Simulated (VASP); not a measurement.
# AlN (P6_3mc) in VASP: settings compared

Aim: see how the results for AlN move with the level of theory and the settings. Levels: PBE, PBEsol. Tasks: relaxation of cell and atoms.

Program: VASP 6.6.1. These are calculated values, not measurements. Logs are shortened: lines on timing, memory, paths and dates and some standing lists are left out, and cuts for length are marked.

### 1 The crystal as given

It takes space group P6_3mc (No. 186, hexagonal). Conventional cell: a = 3.112 Å, b = 3.112 Å, c = 4.982 Å, α = 90.00°, β = 90.00°, γ = 120.00°. Al (site symmetry 3m) has 4 N at 1.89 to 1.90 Å as nearest neighbours. N (site symmetry 3m) is surrounded by 4 Al at 1.89 to 1.90 Å.

The cell was built by a generator and isn't the measured one.

### 2 Relaxation of cell and atoms, PBE

INCAR

```
ALGO = Fast
EDIFF = 1E-6
EDIFFG = -0.005
ENCUT = 520
GGA = PE
IBRION = 2
ISIF = 3
ISMEAR = 0
LASPH = T
LCHARG = F
LREAL = F
LWAVE = F
NELM = 80
NSW = 40
PREC = Accurate
SIGMA = 0.03
```

KPOINTS

```
k-points
0
Gamma
  4 4 5
```

POSCAR

```
AlN
1.0
    6.2240000000      0.0000000000      0.0000000000
   -3.1120000000      5.3901421132      0.0000000000
    0.0000000000      0.0000000000      4.9820000000
Al N
8 8
Direct
    0.1666666667      0.3333333333      0.0000000000
    0.1666666667      0.8333333333      0.0000000000
    0.6666666667      0.3333333333      0.0000000000
    0.6666666667      0.8333333333      0.0000000000
    0.3333333333      0.1666666667      0.5000000000
    0.3333333333      0.6666666667      0.5000000000
    0.8333333333      0.1666666667      0.5000000000
    0.8333333333      0.6666666667      0.5000000000
    0.1666666667      0.3333333333      0.3820000000
    0.1666666667      0.8333333333      0.3820000000
    0.6666666667      0.3333333333      0.3820000000
    0.6666666667      0.8333333333      0.3820000000
    0.3333333333      0.1666666667      0.8820000000
    0.3333333333      0.6666666667      0.8820000000
    0.8333333333      0.1666666667      0.8820000000
    0.8333333333      0.6666666667      0.8820000000
```

Potentials or basis: VASP PAW PBE potentials, release 64 (Al, N).

Command:

```
cat potpaw_PBE.64/Al/POTCAR potpaw_PBE.64/N/POTCAR > POTCAR
mpirun -np 1 vasp_std > vasp.out
```

OUTCAR:

```text
EDIFF = 1E-6
   EDIFFG = -0.005
   ENCUT = 520
   GGA = PE
   IBRION = 2
   ISIF = 3
   ISMEAR = 0
   LASPH = T
   LREAL = F
   NELM = 80
   NSW = 40
   PREC = Accurate

 ion  position               nearest neighbor table
   1  0.167  0.333  0.000-  13 1.89  15 1.89  14 1.89   9 1.90   5 3.07   5 3.07   7 3.07   7 3.07
                             6 3.07   6 3.07   3 3.11   3 3.11   4 3.11   2 3.11   2 3.11   4 3.11
   2  0.167  0.833  0.000-  14 1.89  16 1.89  13 1.89  10 1.90   6 3.07   6 3.07   8 3.07   8 3.07
                             5 3.07   5 3.07   4 3.11   4 3.11   1 3.11   1 3.11   3 3.11   3 3.11
   3  0.667  0.333  0.000-  15 1.89  13 1.89  16 1.89  11 1.90   7 3.07   7 3.07   5 3.07   5 3.07
                             8 3.07   8 3.07   1 3.11   1 3.11   4 3.11   4 3.11   2 3.11   2 3.11
   4  0.667  0.833  0.000-  16 1.89  14 1.89  15 1.89  12 1.90   8 3.07   8 3.07   6 3.07   6 3.07
                             7 3.07   7 3.07   2 3.11   2 3.11   3 3.11   3 3.11   1 3.11   1 3.11
   5  0.333  0.167  0.500-   9 1.89  11 1.89  10 1.89  13 1.90   1 3.07   1 3.07   3 3.07   3 3.07
                             2 3.07   2 3.07   7 3.11   7 3.11   6 3.11   6 3.11   8 3.11   8 3.11
   6  0.333  0.667  0.500-  10 1.89  12 1.89   9 1.89  14 1.90   2 3.07   2 3.07   4 3.07   4 3.07
                             1 3.07   1 3.07   8 3.11   8 3.11   7 3.11   5 3.11   5 3.11   7 3.11
   7  0.833  0.167  0.500-  11 1.89   9 1.89  12 1.89  15 1.90   3 3.07   3 3.07   1 3.07   1 3.07
                             4 3.07   4 3.07   5 3.11   5 3.11   6 3.11   8 3.11   8 3.11   6 3.11
   8  0.833  0.667  0.500-  12 1.89  10 1.89  11 1.89  16 1.90   4 3.07   4 3.07   2 3.07   2 3.07
                             3 3.07   3 3.07   6 3.11   6 3.11   5 3.11   7 3.11   7 3.11   5 3.11
   9  0.167  0.333  0.382-   5 1.89   7 1.89   6 1.89   1 1.90
  10  0.167  0.833  0.382-   6 1.89   8 1.89   5 1.89   2 1.90
  11  0.667  0.333  0.382-   7 1.89   5 1.89   8 1.89   3 1.90
  12  0.667  0.833  0.382-   8 1.89   6 1.89   7 1.89   4 1.90
  13  0.333  0.167  0.882-   1 1.89   3 1.89   2 1.89   5 1.90
  14  0.333  0.667  0.882-   2 1.89   4 1.89   1 1.89   6 1.90
  15  0.833  0.167  0.882-   3 1.89   1 1.89   4 1.89   7 1.90
  16  0.833  0.667  0.882-   4 1.89   2 1.89   3 1.89   8 1.90

  LATTYP: Found a hexagonal cell.
 ALAT       =     6.2240000000
 C/A-ratio  =     0.8004498715

  Lattice vectors:

 A1 = (   6.2240000000,   0.0000000000,   0.0000000000)
 A2 = (  -3.1120000000,   5.3901421132,   0.0000000000)
 A3 = (   0.0000000000,   0.0000000000,   4.9820000000)

Analysis of symmetry for initial positions (statically):
=====================================================================
 Subroutine PRICEL returns following result:

  LATTYP: Found a hexagonal cell.
 ALAT       =     3.1120000000
 C/A-ratio  =     1.6008997429

  Lattice vectors:

 A1 = (   3.1120000000,   0.0000000000,   0.0000000000)
 A2 = (  -1.5560000000,   2.6950710566,   0.0000000000)
 A3 = (   0.0000000000,   0.0000000000,   4.9820000000)

   4 primitive cells build up your supercell.

 Routine SETGRP: Setting up the symmetry group for a
 hexagonal supercell.

 Subroutine GETGRP returns: Found 12 space group operations
 (whereof  6 operations were pure point group operations)
 out of a pool of 24 trial point group operations.

The static configuration has the point symmetry C_3v.
 The point group associated with its full space group is C_6v.

Analysis of symmetry for dynamics (positions and initial velocities):
=====================================================================
 Subroutine PRICEL returns following result:

  LATTYP: Found a hexagonal cell.
 ALAT       =     3.1120000000
 C/A-ratio  =     1.6008997429

  Lattice vectors:

 A1 = (   3.1120000000,   0.0000000000,   0.0000000000)
 A2 = (  -1.5560000000,   2.6950710566,   0.0000000000)
 A3 = (   0.0000000000,   0.0000000000,   4.9820000000)

   4 primitive cells build up your supercell.

 Routine SETGRP: Setting up the symmetry group for a
 hexagonal supercell.

 Subroutine GETGRP returns: Found 12 space group operations
 (whereof  6 operations were pure point group operations)
 out of a pool of 24 trial point group operations.

The dynamic configuration has the point symmetry C_3v.
 The point group associated with its full space group is C_6v.

 Subroutine INISYM returns: Found 12 space group operations
 (whereof  6 operations are pure point group operations),
 and found     4 'primitive' translations

----------------------------------------------------------------------------------------

                                     Primitive cell

  volume of cell :      41.7843

  direct lattice vectors                    reciprocal lattice vectors
     3.112000000  0.000000000  0.000000000     0.321336761  0.185523865  0.000000000
    -1.556000000  2.695071057  0.000000000     0.000000000  0.371047731  0.000000000
     0.000000000  0.000000000  4.982000000     0.000000000  0.000000000  0.200722601

  length of vectors
     3.112000000  3.112000000  4.982000000     0.371047731  0.371047731  0.200722601

  position of ions in fractional coordinates (direct lattice)
     0.333333333  0.666666667  0.000000000
     0.666666667  0.333333333  0.500000000
     0.333333333  0.666666667  0.382000000
     0.666666667  0.333333333  0.882000000

  ion indices of the primitive-cell ions
   primitive index   ion index
                 1           1
                 2           5
                 3           9
                 4          13

----------------------------------------------------------------------------------------

 KPOINTS: k-points

Automatic generation of k-mesh.
 Grid dimensions read from file:
 generate k-points for:    4    4    5

 Generating k-lattice:

  Cartesian coordinates                     Fractional coordinates (reciprocal lattice)
     0.040167095  0.023190483  0.000000000     0.250000000  0.000000000  0.000000000
     0.000000000  0.046380966  0.000000000     0.000000000  0.250000000  0.000000000
     0.000000000  0.000000000  0.040144520     0.000000000  0.000000000  0.200000000

  Length of vectors
     0.046380966  0.046380966  0.040144520

  Shift w.r.t. Gamma in fractional coordinates (k-lattice)
     0.000000000  0.000000000  0.000000000

 Subroutine IBZKPT returns following result:
 ===========================================

 Found     12 irreducible k-points:

 Following reciprocal coordinates:
            Coordinates               Weight
  0.000000  0.000000  0.000000      1.000000
  0.250000  0.000000  0.000000      6.000000
  0.500000  0.000000  0.000000      3.000000
  0.250000  0.250000  0.000000      6.000000
  0.000000  0.000000  0.200000      2.000000
  0.250000  0.000000  0.200000     12.000000
  0.500000  0.000000  0.200000      6.000000
  0.250000  0.250000  0.200000     12.000000
  0.000000  0.000000  0.400000      2.000000
  0.250000  0.000000  0.400000     12.000000
  0.500000  0.000000  0.400000      6.000000
  0.250000  0.250000  0.400000     12.000000
   k-points           NKPTS =     12   k-points in BZ     NKDIM =     12   number of bands    NBANDS=     41
   number of dos      NEDOS =    301   number of ions     NIONS =     16
   total plane-waves  NPLWV =  92160
   dimension x,y,z NGX =    48 NGY =   48 NGZ =   40
   dimension x,y,z NGXF=    96 NGYF=   96 NGZF=   80
   ions per type =               8   8
   NGX,Y,Z   is equivalent  to a cutoff of  12.82, 12.82, 13.35 a.u.
   NGXF,Y,Z  is equivalent  to a cutoff of  25.64, 25.64, 26.70 a.u.
 SYSTEM =  unknown system
   PREC   = accura    normal or accurate (medium, high low for compatibility)
   ISTART =      0    job   : 0-new  1-cont  2-samecut
   ICHARG =      2    charge: 1-file 2-atom 10-const
   ISPIN  =      1    spin polarized calculation?
   LNONCOLLINEAR =      F non collinear calculations
   LSORBIT =      F    spin-orbit coupling
   LASPH  =      T    aspherical Exc in radial PAW
   ENCUT  =  520.0 eV  38.22 Ry    6.18 a.u.  11.57 11.57  9.26*2*pi/ulx,y,z
   NELM   =     80;   NELMIN=  2; NELMDL= -5     # of ELM steps
   EDIFF  = 0.1E-05   stopping-criterion for ELM
   LREAL  =      F    real-space projection
   EDIFFG = -.5E-02   stopping-criterion for IOM
   NSW    =     40    number of steps for IOM
   IBRION =      2    ionic relax: 0-MD 1-quasi-New 2-CG
   NFREE  =      1    steps in history (QN), initial steepest desc. (CG)
   ISIF   =      3    stress and relaxation
   ISYM   =      2    0-nonsym 1-usesym 2-fastsym
   POTIM  = 0.5000    time-step for ionic-motion
   TEBEG  =    0.0;   TEEND  =   0.0 temperature during run
   PSTRESS=    0.0 pullay stress
   NELECT =      64.0000    total number of electrons
   NUPDOWN=      -1.0000    fix difference up-down
   EMIN   =  10.00;   EMAX   =-10.00  energy-range for DOS
   EFERMI =   0.00;   METHOD = LEGACY
   ISMEAR =     0;   SIGMA  =   0.03  broadening in eV -4-tet -1-fermi 0-gaus
   EFERMI_NEDOS =   21; number of points for ismear=-14 and -15
   IALGO  =     68    algorithm
   IMIX   =      4    mixing-type and parameters
     AMIX     =   0.40;   BMIX     =  1.00
     AMIX_MAG =   1.60;   BMIX_MAG =  1.00
  volume/ion in A,a.u.               =      10.45        70.49
  Fermi-wavevector in a.u.,A,eV,Ry     =   1.188804  2.246514 19.228506  1.413255
  Thomas-Fermi vector in A             =   2.324926
   LORBIT       =      0    0 simple, 1 ext, 2 COOP (PROOUT), +10 PAW based schemes
   GGA     = PE    functional components
   LHFCALC =     F    Hartree Fock is set to
   AEXX    =    0.0000 exact exchange contribution
   IVDW    =     0    specifies the selected vdW correction
   LEPSILON=     F    determine dielectric tensor
   LRPA    =     F    only Hartree local field effects (RPA)
 conjugate gradient relaxation of ions
 non-spin polarized calculation
 RMM-DIIS sequential band-by-band and
 Gauss-broadening in eV      SIGMA  =   0.03
  energy-cutoff  :      520.00
  volume of cell :      167.14
 maximum number of plane-waves:      4548
 NGX is ok and might be reduce to    48
   NGX = 23   NGY = 23   NGZ = 19

--------------------------------------- Ionic step        1  -------------------------------------------

 number of electron      63.9999986 magnetization

 Free energy of the ion-electron system (eV)
  ---------------------------------------------------
  ext. energy  EPLUGINS =         0.00000000
  ---------------------------------------------------
  free energy    TOTEN  =      -119.08841471 eV

  energy without entropy =     -119.08841471  energy(sigma->0) =     -119.08841471

------------------------ aborting loop because EDIFF is reached ----------------------------------------

  FORCE on cell =-STRESS in cart. coord.  units (eV):
  Direction    XX          YY          ZZ          XY          YZ          ZX
  --------------------------------------------------------------------------------------
  -------------------------------------------------------------------------------------
  Total        3.6377218      3.6377218      3.6805185      0.0000000     -0.0000000      0.0000000
  in kB       34.8711717     34.8711717     35.2814212      0.0000000     -0.0000000      0.0000000
  external PRESSURE =      35.0079215 kB  Pullay stress =       0.0000000 kB
[... 285 lines left out ...]
  energy  without entropy=     -119.1201667972  energy(sigma->0) =     -119.12016680

--------------------------------------- Ionic step        7  -------------------------------------------

 number of electron      63.9999991 magnetization

 Free energy of the ion-electron system (eV)
  ---------------------------------------------------
  ext. energy  EPLUGINS =         0.00000000
  ---------------------------------------------------
  free energy    TOTEN  =      -119.12017889 eV

  energy without entropy =     -119.12017889  energy(sigma->0) =     -119.12017889

 E-fermi :   6.1262     XC(G=0): -10.8317

 val. band max:        5.9728354667   @ k =   0.0000   0.0000   0.0000
 cond. band min:      10.0271746744   @ k =   0.0000   0.0000   0.0000
 fundamental gap:      4.0543392078
 Fermi energy:         6.1261505139

 k-point     1 :       0.0000    0.0000    0.0000
  band No.  band energies     occupation
      1      -9.0993      2.00000
      2      -7.1827      2.00000
      3      -7.1827      2.00000
      4      -7.1827      2.00000
      5      -7.0135      2.00000
      6      -6.5068      2.00000
[... 560 lines left out ...]
  FREE ENERGIE OF THE ION-ELECTRON SYSTEM (eV)
  ---------------------------------------------------
  free  energy   TOTEN  =      -119.1201788924 eV

  energy  without entropy=     -119.1201788924  energy(sigma->0) =     -119.12017889

 reached required accuracy - stopping structural energy minimisation
```

Run time: 3.9 min. Hardware: 1 thread of Intel Xeon 6975P-C (Granite Rapids), shared host; peak memory 0.32 GiB.

What came out:

- Free energy: -119.1202 eV
- Relaxed volume: 10.63 Å³/atom
- Relaxed cell: a = 6.258 Å, b = 6.258 Å, c = 5.016 Å, α = 90.00°, β = 90.00°, γ = 120.00°
- Space group after relaxing (to 0.05 Å): P6_3mc (No. 186)
- Energy gained by relaxing: 2.0 meV/atom
- Ionic steps: 7
- Pressure after relaxing: 0.0 GPa
- Largest force after relaxing: 0.005 eV/Å
- Band gap on the k mesh: 4.05 eV

Forces on the atoms (eV/Å):
```
Al   0.000  0.000 -0.005
Al   0.000  0.000 -0.005
Al   0.000  0.000 -0.005
Al   0.000  0.000 -0.005
Al   0.000  0.000 -0.005
Al   0.000  0.000 -0.005
Al   0.000  0.000 -0.005
Al   0.000  0.000 -0.005
N    0.000  0.000  0.005
N    0.000  0.000  0.005
N    0.000  0.000  0.005
N    0.000  0.000  0.005
N    0.000  0.000  0.005
N    0.000  0.000  0.005
N    0.000  0.000  0.005
N    0.000  0.000  0.005
```

Stress tensor (GPa, compression positive):
```
-0.07  0.00  0.00
 0.00 -0.07  0.00
 0.00  0.00  0.00
```

The path:
```tsv
step	energy change (eV)	largest force (eV/Å)	pressure (GPa)	volume (Å³)
1	0.0000	0.0063	3.50	167.14
2	-0.0069	0.0127	-2.90	172.72
3	-0.0316	0.0097	-0.01	170.06
4	-0.0315	0.0097	0.07	170.01
5	-0.0317	0.0084	0.07	170.02
6	-0.0318	0.0077	0.07	170.02
7	-0.0318	0.0049	-0.05	170.14
```

Final structure:
```
Al N
1.0
     6.25801    0.00000    0.00000
    -3.12900    5.41959    0.00000
     0.00000    0.00000    5.01642
Al N
8 8
Direct
  0.16667 0.33333 0.00028
  0.16667 0.83333 0.00028
  0.66667 0.33333 0.00028
  0.66667 0.83333 0.00028
  0.33333 0.16667 0.50028
  0.33333 0.66667 0.50028
  0.83333 0.16667 0.50028
  0.83333 0.66667 0.50028
  0.16667 0.33333 0.38172
  0.16667 0.83333 0.38172
  0.66667 0.33333 0.38172
  0.66667 0.83333 0.38172
  0.33333 0.16667 0.88172
  0.33333 0.66667 0.88172
  0.83333 0.16667 0.88172
  0.83333 0.66667 0.88172
```

(Part 1 of 2 ends here.)
